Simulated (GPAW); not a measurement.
HfN, 2 atoms in the cell. Symmetry: Fm-3m, No. 225, cubic system. Conventional cell: a = 4.512 Å, b = 4.512 Å, c = 4.512 Å, α = 90.00°, β = 90.00°, γ = 90.00°. Hf (site symmetry m-3m) has 6 N at 2.26 Å as nearest neighbours. N (site symmetry m-3m) is surrounded by 6 Hf at 2.26 Å. 

| Item | Value |
| --- | --- |
| Program | GPAW 26.7.0 |
| Task | single point |
| Functional | PBE |
| Potentials or basis | GPAW PAW data sets (gpaw-data 1.2.1) |
| Cutoff | 800 eV |
| Basis | pw |
| k mesh | 10 × 10 × 10 |
| Occupations | gaussian, width 0.017 eV |
| Spin | no spin polarisation |
| Maxiter | 150 |

Potentials or basis: GPAW PAW data sets (gpaw-data 1.2.1), pw.

Launch:

```console
$ OMP_NUM_THREADS=1 python run.py
```

Hardware: 1 thread of Arm Neoverse V2, with other jobs on the host.

**Question.** Estimate the wall time of this run.

**Answer.** Run time: 18 s on 1 thread of Arm Neoverse V2, on a shared host, peak memory 0.16 GiB. Counts: scf iterations 9, plane waves 1243, bands 19, k points 47.
